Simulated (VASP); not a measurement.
# Ag (Fm-3m) in VASP: a series of runs, part 2 of 2

VASP 6.6.1. The steps go on from the part before.

## 3. Band structure, PBEsol0

The input, POSCAR:

```
Ag
1.0
    0.0000000000      2.0427500000      2.0427500000
    2.0427500000      0.0000000000      2.0427500000
    2.0427500000      2.0427500000      0.0000000000
Ag
1
Direct
    0.0000000000      0.0000000000      0.0000000000
```

The input, INCAR.step1:

```
SYSTEM = Ag
ALGO     = Normal         ! electronic algorithm
EDIFF    = 1E-5           ! SCF threshold, eV
ENCUT    = 520            ! plane-wave cutoff, eV
GGA      = PE             ! functional
ISIF     = 2              ! what is computed and relaxed
ISMEAR   = -1             ! smearing method
LASPH    = .TRUE.         ! aspherical terms in the spheres
LCHARG   = .FALSE.        ! write CHGCAR
LMAXMIX  = 4              ! l up to which the mixer works
LREAL    = .FALSE.        ! projectors in reciprocal space
LWAVE    = .TRUE.         ! write WAVECAR
NBANDS   = 12             ! bands
NELM     = 80             ! most SCF steps
PREC     = Accurate       ! precision mode
SIGMA    = 0.05           ! smearing width, eV
```

The input, INCAR.step2:

```
SYSTEM = Ag
AEXX     = 0.25           ! exact-exchange fraction
ALGO     = Normal         ! electronic algorithm
EDIFF    = 1E-6           ! SCF threshold, eV
ENCUT    = 520            ! plane-wave cutoff, eV
GGA      = PS             ! functional
HFRCUT   = -1           
ISIF     = 2              ! what is computed and relaxed
ISMEAR   = -1             ! smearing method
ISTART   = 1            
LASPH    = .TRUE.         ! aspherical terms in the spheres
LCHARG   = .FALSE.        ! write CHGCAR
LHFCALC  = .TRUE.         ! exact exchange
LMAXMIX  = 4              ! l up to which the mixer works
LREAL    = .FALSE.        ! projectors in reciprocal space
LWAVE    = .FALSE.        ! write WAVECAR
NBANDS   = 12             ! bands
NELM     = 80             ! most SCF steps
PREC     = Accurate       ! precision mode
PRECFOCK = Fast         
SIGMA    = 0.05           ! smearing width, eV
```

The input, KPOINTS:

```
k-points
0
G
  6 6 6
  0 0 0
```

The input, KPOINTS_OPT:

```
path GXWKGLUWLK,UX
10
line-mode
reciprocal
 0.0000000000  0.0000000000  0.0000000000  G
 0.5000000000  0.0000000000  0.5000000000  X

 0.5000000000  0.0000000000  0.5000000000  X
 0.5000000000  0.2500000000  0.7500000000  W

 0.5000000000  0.2500000000  0.7500000000  W
 0.3750000000  0.3750000000  0.7500000000  K

 0.3750000000  0.3750000000  0.7500000000  K
 0.0000000000  0.0000000000  0.0000000000  G

 0.0000000000  0.0000000000  0.0000000000  G
 0.5000000000  0.5000000000  0.5000000000  L

 0.5000000000  0.5000000000  0.5000000000  L
 0.6250000000  0.2500000000  0.6250000000  U

 0.6250000000  0.2500000000  0.6250000000  U
 0.5000000000  0.2500000000  0.7500000000  W

 0.5000000000  0.2500000000  0.7500000000  W
 0.5000000000  0.5000000000  0.5000000000  L

 0.5000000000  0.5000000000  0.5000000000  L
 0.3750000000  0.3750000000  0.7500000000  K

 0.6250000000  0.2500000000  0.6250000000  U
 0.5000000000  0.0000000000  0.5000000000  X
```

Potentials or basis: VASP PAW PBE potentials, release 64 (Ag).

Command:

```
$ cat potpaw_PBE.64/Ag/POTCAR > POTCAR
$ cp INCAR.step1 INCAR
$ mpirun -np 1 vasp_std > vasp.out
$ cp INCAR.step2 INCAR
$ mpirun -np 1 vasp_std > vasp.out
```

Run time: 12 min. Hardware: 1 thread of Intel Xeon 6975P-C (Granite Rapids), shared host; peak memory 0.16 GiB.

It converged, with:

- Free energy: -3.3725 eV
- Pressure: -0.7 GPa
- Band gap along the path: none (metal or under the smearing width)

Levels at the corners of the path, in eV from the Fermi level:
| point | band 1 | band 2 | band 3 | band 4 | band 5 | band 6 | band 7 | band 8 | band 9 | band 10 |
| --- | --- | --- | --- | --- | --- | --- | --- | --- | --- | --- |
| Γ | -8.87 | -6.15 | -6.15 | -6.15 | -5.06 | -5.06 | 17.74 | 21.52 | 21.52 | 21.52 |
| X | -7.87 | -7.74 | -4.21 | -3.87 | -3.87 | 2.65 | 8.34 | 12.32 | 12.32 | 19.05 |
| X | -7.87 | -7.74 | -4.21 | -3.87 | -3.87 | 2.65 | 8.34 | 12.32 | 12.32 | 19.05 |
| W | -7.07 | -6.38 | -6.38 | -5.01 | -3.88 | 7.32 | 7.32 | 8.72 | 9.60 | 24.75 |
| W | -7.07 | -6.38 | -6.38 | -5.01 | -3.88 | 7.32 | 7.32 | 8.72 | 9.60 | 24.75 |
| K | -7.41 | -6.94 | -5.27 | -4.78 | -4.20 | 5.54 | 6.69 | 8.69 | 14.55 | 18.70 |
| K | -7.41 | -6.94 | -5.27 | -4.78 | -4.20 | 5.54 | 6.69 | 8.69 | 14.55 | 18.70 |
| Γ | -8.87 | -6.15 | -6.15 | -6.15 | -5.06 | -5.06 | 17.74 | 21.52 | 21.52 | 21.52 |
| Γ | -8.87 | -6.15 | -6.15 | -6.15 | -5.06 | -5.06 | 17.74 | 21.52 | 21.52 | 21.52 |
| L | -7.75 | -6.18 | -6.18 | -4.12 | -4.12 | -0.32 | 4.86 | 16.90 | 19.86 | 19.86 |
| L | -7.75 | -6.18 | -6.18 | -4.12 | -4.12 | -0.32 | 4.86 | 16.90 | 19.86 | 19.86 |
| U | -7.41 | -6.94 | -5.27 | -4.78 | -4.20 | 5.54 | 6.69 | 8.69 | 14.55 | 18.70 |
| U | -7.41 | -6.94 | -5.27 | -4.78 | -4.20 | 5.54 | 6.69 | 8.69 | 14.55 | 18.70 |
| W | -7.07 | -6.38 | -6.38 | -5.01 | -3.88 | 7.32 | 7.32 | 8.72 | 9.60 | 24.75 |
| W | -7.07 | -6.38 | -6.38 | -5.01 | -3.88 | 7.32 | 7.32 | 8.72 | 9.60 | 24.75 |
| L | -7.75 | -6.18 | -6.18 | -4.12 | -4.12 | -0.32 | 4.86 | 16.90 | 19.86 | 19.86 |
| L | -7.75 | -6.18 | -6.18 | -4.12 | -4.12 | -0.32 | 4.86 | 16.90 | 19.86 | 19.86 |
| K | -7.41 | -6.94 | -5.27 | -4.78 | -4.20 | 5.54 | 6.69 | 8.69 | 14.55 | 18.70 |
| U | -7.41 | -6.94 | -5.27 | -4.78 | -4.20 | 5.54 | 6.69 | 8.69 | 14.55 | 18.70 |
| X | -7.87 | -7.74 | -4.21 | -3.87 | -3.87 | 2.65 | 8.34 | 12.32 | 12.32 | 19.05 |

Caveat: the k mesh is coarse (spacing up to 0.44 Å⁻¹), so the values aren't converged, least of all with exact exchange; the PAW data sets were made with another functional, which shifts forces and pressure a little.

## 4. Equation of state, PBE+D3(BJ), 16.23 Å³/atom (a relaxed cell with its volume scaled by 0.96)

The input, INCAR:

```
PREC = Accurate ; ENCUT = 520
EDIFF = 1E-6 ; ISMEAR = -1
SIGMA = 0.05 ; LREAL = False
LASPH = True ; NELM = 100
ALGO = Normal ; ISIF = 2
LWAVE = False ; LCHARG = False
GGA = PE ; IVDW = 12
```

The input, KPOINTS:

```
regular mesh
0
Gamma
  10 10 10
```

The input, POSCAR:

```
Ag                                      
1.0
   -0.0000000000      2.0096549365      2.0096549365
    2.0096549365     -0.0000000000      2.0096549365
    2.0096549365      2.0096549365     -0.0000000000
  Ag            
     1
Direct
     0.0000000000000000    0.0000000000000000    0.0000000000000000
```

Potentials or basis: VASP PAW PBE potentials, release 64 (Ag).

Command:

```
$ cat potpaw_PBE.64/Ag/POTCAR > POTCAR
$ mpirun -np 1 vasp_std > vasp.out
```

OUTCAR:

```text
PREC = Accurate
   ENCUT = 520
   EDIFF = 1E-6
   ISMEAR = -1
   LREAL = False
   LASPH = True
   NELM = 100
   ISIF = 2
   GGA = PE
   IVDW = 12
 IVDW          = 12

 ion  position               nearest neighbor table
   1  0.000  0.000  0.000-

  LATTYP: Found a face centered cubic cell.
 ALAT       =     4.0193098730

  Lattice vectors:

 A1 = (   0.0000000000,   2.0096549365,   2.0096549365)
 A2 = (   2.0096549365,   0.0000000000,   2.0096549365)
 A3 = (   2.0096549365,   2.0096549365,   0.0000000000)

Analysis of symmetry for initial positions (statically):
=====================================================================
 Subroutine PRICEL returns:
 Original cell was already a primitive cell.

 Routine SETGRP: Setting up the symmetry group for a
 face centered cubic supercell.

 Subroutine GETGRP returns: Found 48 space group operations
 (whereof 48 operations were pure point group operations)
 out of a pool of 48 trial point group operations.

[... 162 lines left out ...]

 val. band max:        8.8777174431   @ k =   0.5000   0.2000   0.1000
 cond. band min:       9.1934320688   @ k =   0.5000   0.1000   0.0000
 fundamental gap:      0.3157146257
 Fermi energy:         9.1067703494

 k-point     1 :       0.0000    0.0000    0.0000
  band No.  band energies     occupation
      1       0.9960      2.00000
      2       4.1442      2.00000
      3       4.1442      2.00000
      4       4.1442      2.00000
      5       5.2729      2.00000
      6       5.2729      2.00000
      7      25.2553      0.00000
      8      29.1260      0.00000
      9      29.1260      0.00000
[... 265 lines left out ...]
 k-point    24 :       0.4000    0.3000    0.0000
  band No.  band energies     occupation
      1       2.8000      2.00000
      2       2.9490      2.00000
      3       5.3315      2.00000
      4       5.5101      2.00000
      5       6.0894      2.00000
      6       7.8628      2.00000
      7      20.0110      0.00000
      8      21.1959      0.00000
      9      22.0434      0.00000

 [... further k-points ...]

------------------------ aborting loop because EDIFF is reached ----------------------------------------

 Edisp (eV)   -0.61963

 E8    (eV) :    -0.2709

  FORCE on cell =-STRESS in cart. coord.  units (eV):
  Direction    XX          YY          ZZ          XY          YZ          ZX
  --------------------------------------------------------------------------------------
  -------------------------------------------------------------------------------------
  Total       0.51096     0.51096     0.51096    -0.00000    -0.00000    -0.00000
  in kB      50.43200    50.43200    50.43200    -0.00000    -0.00000    -0.00000
  external pressure =       50.43 kB  Pullay stress =        0.00 kB

 VOLUME and BASIS-vectors are now :
 -----------------------------------------------------------------------------
  energy-cutoff  :      520.00
  volume of cell :       16.23
      direct lattice vectors                 reciprocal lattice vectors
     0.000000000  2.009654937  2.009654937    -0.248798931  0.248798931  0.248798931
     2.009654937  0.000000000  2.009654937     0.248798931 -0.248798931  0.248798931
     2.009654937  2.009654937  0.000000000     0.248798931  0.248798931 -0.248798931

 POSITION                                       TOTAL-FORCE (eV/Angst)
 -----------------------------------------------------------------------------------
      0.00000      0.00000      0.00000        -0.000000      0.000000      0.000000
 -----------------------------------------------------------------------------------
    total drift:                               -0.000000      0.000000     -0.000000

  FREE ENERGIE OF THE ION-ELECTRON SYSTEM (eV)
  ---------------------------------------------------
  free  energy   TOTEN  =        -3.2729452204 eV

  energy  without entropy=       -3.2702798371  energy(sigma->0) =       -3.27161253
```

stdout:

```text
POSCAR found type information on POSCAR Ag
 POSCAR found :  1 types and       1 ions
 scaLAPACK will be used
 LDA part: xc-table for (Slater+PW92), standard interpolation
 POSCAR, INCAR and KPOINTS ok, starting setup
 FFT: planning ... GRIDC
 FFT: planning ... GRID_SOFT
 FFT: planning ... GRID
 WAVECAR not read
 entering main loop
```

It took 4.1 s on 1 thread of Intel Xeon Platinum 8488C (Sapphire Rapids), shared host; peak memory 0.15 GiB.

What came out:

```yaml
Free_energy: -3.2729 eV
Pressure: 5.0 GPa
Band_gap_on_the_k_mesh: none (metal or under the smearing width)
Dispersion_energy_per_atom: -0.620 eV
```

Caveat: pairwise dispersion overbinds metals, which lowers pressure and volume.

## 5. Equation of state, PBE+D3(BJ), 16.57 Å³/atom (a relaxed cell with its volume scaled by 0.98)

INCAR is that of step 4.

KPOINTS is that of step 4.

The input, POSCAR:

```
Ag                                      
1.0
   -0.0000000000      2.0235150637      2.0235150637
    2.0235150637     -0.0000000000      2.0235150637
    2.0235150637      2.0235150637     -0.0000000000
  Ag            
     1
Direct
     0.0000000000000000    0.0000000000000000    0.0000000000000000
```

Command:

```
$ cat potpaw_PBE.64/Ag/POTCAR > POTCAR
$ mpirun -np 1 vasp_std > vasp.out
```

Run time: 4.3 s. Hardware: 1 thread of Intel Xeon Platinum 8488C (Sapphire Rapids), shared host; peak memory 0.15 GiB.

It converged, with:

```
Free energy                : -3.2809 eV
Pressure                   : 2.4 GPa
Band gap on the k mesh     : none (metal or under the smearing width)
Dispersion energy per atom : -0.607 eV
```

Caveat: pairwise dispersion overbinds metals, which lowers pressure and volume.

## 6. Equation of state, PBE+D3(BJ), 16.91 Å³/atom

INCAR is that of step 5.

KPOINTS is that of step 5.

The input, POSCAR:

```
Ag                                      
1.0
   -0.0000000000      2.0371878775      2.0371878775
    2.0371878775     -0.0000000000      2.0371878775
    2.0371878775      2.0371878775     -0.0000000000
  Ag            
     1
Direct
     0.0000000000000000    0.0000000000000000    0.0000000000000000
```

Potentials or basis: VASP PAW PBE potentials, release 64 (Ag).

Command:

```
$ cat potpaw_PBE.64/Ag/POTCAR > POTCAR
$ mpirun -np 1 vasp_std > vasp.out
```

Run time: 4.3 s. Hardware: 1 thread of Intel Xeon Platinum 8488C (Sapphire Rapids), shared host; peak memory 0.14 GiB.

Results (log left out):

| Quantity | Value |
| --- | --- |
| Free energy | -3.2835 eV |
| Pressure | 0.0 GPa |
| Band gap on the k mesh | none (metal or under the smearing width) |
| Dispersion energy per atom | -0.594 eV |

Caveat: pairwise dispersion overbinds metals, which lowers pressure and volume.

## 7. Equation of state, PBE+D3(BJ), 17.25 Å³/atom (a relaxed cell with its volume scaled by 1.02)

INCAR is that of step 6.

KPOINTS is that of step 6.

The input, POSCAR:

```
Ag                                      
1.0
   -0.0000000000      2.0506795811      2.0506795811
    2.0506795811     -0.0000000000      2.0506795811
    2.0506795811      2.0506795811     -0.0000000000
  Ag            
     1
Direct
     0.0000000000000000    0.0000000000000000    0.0000000000000000
```

Command:

```
$ cat potpaw_PBE.64/Ag/POTCAR > POTCAR
$ mpirun -np 1 vasp_std > vasp.out
```

Run time: 4.3 s. Hardware: 1 thread of Intel Xeon Platinum 8488C (Sapphire Rapids), shared host; peak memory 0.15 GiB.

It converged, with:

```yaml
Free_energy: -3.2815 eV
Pressure: -2.1 GPa
Band_gap_on_the_k_mesh: none (metal or under the smearing width)
Dispersion_energy_per_atom: -0.582 eV
```

Caveat: pairwise dispersion overbinds metals, which lowers pressure and volume.

## 8. Equation of state, PBE+D3(BJ), 17.59 Å³/atom (a relaxed cell with its volume scaled by 1.04)

INCAR is that of step 7.

KPOINTS is that of step 7.

The input, POSCAR:

```
Ag                                      
1.0
   -0.0000000000      2.0639960554      2.0639960554
    2.0639960554     -0.0000000000      2.0639960554
    2.0639960554      2.0639960554     -0.0000000000
  Ag            
     1
Direct
     0.0000000000000000    0.0000000000000000    0.0000000000000000
```

Command:

```
$ cat potpaw_PBE.64/Ag/POTCAR > POTCAR
$ mpirun -np 1 vasp_std > vasp.out
```

Run time: 4.2 s. Hardware: 1 thread of Intel Xeon Platinum 8488C (Sapphire Rapids), shared host; peak memory 0.15 GiB.

The run converged. Its results:

- Free energy: -3.2754 eV
- Pressure: -3.9 GPa
- Band gap on the k mesh: none (metal or under the smearing width)
- Dispersion energy per atom: -0.570 eV

Caveat: pairwise dispersion overbinds metals, which lowers pressure and volume.

## 9. Equation of state, PBE+D3(BJ)

This run uses another cell than the first one, of 16.91 Å³/atom, 0.992 times its volume.

Potentials or basis: VASP PAW PBE potentials, release 64 (Ag).

This step only gathers the single runs of the series.

Results:

```
Equilibrium volume                      : 16.92 Å³/atom
Bulk modulus                            : 110 GPa
Pressure derivative of the bulk modulus : 5.6 (rough: it moves with the points fitted)
```

Energy against volume, from the lowest point:
```csv
volume (Å³/atom),energy (meV/atom)
16.233,10.60
16.571,2.65
16.909,0.00
17.247,2.04
17.586,8.14
```

## 10. The reference run

An earlier run on the cell as given: functional PBEsol; potentials or basis VASP PAW PBE potentials, release 64 (Ag); cutoff 520 eV; k mesh 11 × 11 × 11; occupations fermi-dirac, width 0.05 eV; no spin polarisation.

* Pressure: -3.1 GPa
* Band gap on the k mesh: none (metal or under the smearing width)

## 11. The runs side by side

| task | level | cell | k mesh | grid for exact exchange (PRECFOCK) | exchange at q = 0 | ladder | mesh quality | pressure (GPa) |
| --- | --- | --- | --- | --- | --- | --- | --- | --- |
| band structure | r2SCANh | Fm-3m, 17.05 Å³/atom | 6 × 6 × 6 | Normal | default | - | coarse | 2.6 |
| band structure | PBEsol0 | Fm-3m, 17.05 Å³/atom | 6 × 6 × 6 | Fast | truncated | - | coarse | -0.7 |
| equation of state | PBE+D3(BJ) | Fm-3m, 16.91 Å³/atom | 10 × 10 × 10 | - | - | gaps | not flagged | - |
| single point | PBEsol | Fm-3m, 17.05 Å³/atom | 11 × 11 × 11 | - | - | free | not flagged | -3.1 |

Alike in all rows: potentials or basis VASP PAW PBE potentials, release 64 (Ag); no spin polarisation; cutoff (eV) 520; smearing fermi-dirac 0.05 eV.

Caveats: some runs use coarse meshes; the PAW data sets were made with another functional, which shifts forces and pressure a little (some runs); an unscreened hybrid on a path of extra k points without a Coulomb cutoff has errors near the mesh points, so the bands along the path aren't reliable (some runs).

Absolute energies hang on the potentials; compare differences alone.
